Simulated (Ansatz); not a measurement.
**GaP: experiment and calculation**

**The experiment to reproduce.**

From “Selective Growth of GaP Crystals on CMOS-Compatible Si Nanotip Wafers by Gas Source Molecular Beam Epitaxy”, 2024, pmc:10995952, for a bulk crystal of GaP: lattice constant a 5.4505 Å.

From “Stacking defects in GaP nanowires: Electronic structure and optical properties”, 2018, arxiv:1810.01194, for a bulk crystal of GaP at 10 K: band gap 2.34 eV (indirect).

The results are compared with them further down.

The calculation used DFT PBE, scalar-relativistic, plane waves, PAW in Ansatz.

Cutoff 420 eV; k points 8×8×8 on the computed 2-atom cell (Γ-centred); Gaussian smearing, width 0.02 eV; no spin polarisation.

Relaxed structure, symmetry kept:

```yaml
crystal:
  lattice:
    - [0.00000, 2.75254, 2.75254]
    - [2.75254, 0.00000, 2.75254]
    - [2.75254, 2.75254, 0.00000]
  atoms:
    - { symbol: Ga, position: [0.00000, 0.00000, 0.00000] }
    - { symbol: P, position: [0.25000, 0.25000, 0.25000] }
```

| Quantity | Value |
| --- | --- |
| Space group | F-43m (No. 216) |
| Volume per atom | 140.7 bohr³ |
| Formation energy from the elements' standard states (uncorrected) | -0.432 eV/atom |
| Kohn–Sham band gap | 1.58 eV |
| Löwdin character of the top 1 eV of the valence band | P 3p 77 %, Ga 4p 20 % |
| Löwdin character of the lowest 1 eV of the conduction band | Ga 4p 29 %, Ga 4s 23 %, P 3p 22 %, P 3s 15 %, unprojected 11 % |
| Bader charges (e) | Ga (1 in the cell) 0.84, P (1 in the cell) -0.84 |

Measured lattice constant a of GaP: 5.4505 Å (quoted in the paper above). This calculation gives 5.505 Å (+1.0 %). The calculation is for 0 K without zero-point motion. Against the measured band gap of GaP, 2.34 eV (indirect; 10 K; quoted in the paper above), the calculated 1.58 eV is off by -0.76 eV. Kohn–Sham gaps of semilocal functionals fall short of measured ones as a rule; spin-orbit coupling, left out here, would usually lower the calculated gap of a compound with heavy elements. The measured gap is indirect and the calculated one direct, so a band edge also comes out at another k point.